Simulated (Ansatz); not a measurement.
# AgCl: the cost of one run

Computed with Ansatz 0.2.0 (DFT PBE, scalar-relativistic, plane waves, PAW, unless a step's input says otherwise).

The COD entry's cell or inner coordinates are ideal or old and differ from later refinements, so a difference from it is no clean test against experiment.

2 further runs of the same task are left out: 2 set aside as unsound or not needed.

**1. The system as given**

Symmetry: Fm-3m, No. 225, cubic system. The conventional cell has a = 5.611 Å, b = 5.611 Å, c = 5.611 Å, α = 90.00°, β = 90.00°, γ = 90.00°. Ag (site symmetry m-3m) is surrounded by 6 Cl at 2.81 Å. Around Cl (site symmetry m-3m) lie 6 Ag at 2.81 Å.

Coordinates:

```
Ag Cl
1.0
     0.00000    2.80534    2.80534
     2.80534    0.00000    2.80534
     2.80534    2.80534    0.00000
Ag Cl
1 1
Direct
  0.00000 0.00000 0.00000
  0.50000 0.50000 0.50000
```

It is the result of an earlier relaxation at this level (volume 22.08 Å³/atom; gap on the mesh: 0.92 eV).

**2. Building the cluster of 8 host atoms, cut as a sphere about cell point 1/4, shaken**

The cluster is cut from the relaxed crystal and set in a periodic box with vacuum round it. Its excess energy counts from the bulk, -4335.4493 eV an atom.

The cell holds 4 Ag, 4 Cl: a = 11.300 Å, b = 11.600 Å, c = 11.900 Å, α = 90.00°, β = 90.00°, γ = 90.00°.

**3. Relaxation**

Contents of input.yaml:

```yaml
crystal:
  lattice:
    - [11.3, 0.0, 0.0]
    - [0.0, 11.6, 0.0]
    - [0.0, 0.0, 11.9]
  atoms:
    - { symbol: Ag, position: [0.3731027817, 0.3788941782, 0.3832168507] }
    - { symbol: Cl, position: [0.6248713558, 0.3814809567, 0.3820505885] }
    - { symbol: Ag, position: [0.3774710273, 0.6220987881, 0.628537156] }
    - { symbol: Cl, position: [0.6215590402, 0.6233428442, 0.6158100711] }
    - { symbol: Ag, position: [0.6282015488, 0.3782228842, 0.6231434442] }
    - { symbol: Cl, position: [0.379872945, 0.3771590625, 0.6124939183] }
    - { symbol: Ag, position: [0.6227470696, 0.6215236371, 0.3824068276] }
    - { symbol: Cl, position: [0.3760290246, 0.6217259532, 0.386317115] }
basis:
  ecutwfc: 420
kpoints:
  mp_grid: { grid: [1, 1, 1] }
hamiltonian:
  xc: pbe
scf:
  occupations: { method: gaussian, width: 0.05 }
output:
  forces: true
  eigenvalues: true
  populations: true
  write_density: true
  write_potential: true
  elf: true
  volumetric_format: npy
relax:
  adjacent_minimum: "off"
  f_tol: 0.03
  max_steps: 40
```

The run is started by

```bash
$ ansatz run input.yaml --threads 4 --pin off --max-ram 11264MiB --backend cpu --events-out ev --progress --plain --runs-dir out
```

What time and memory should one allow on 4 threads of Intel Xeon 6975P-C (Granite Rapids), shared host?

About 8.6 s, with a peak of 1 GiB.
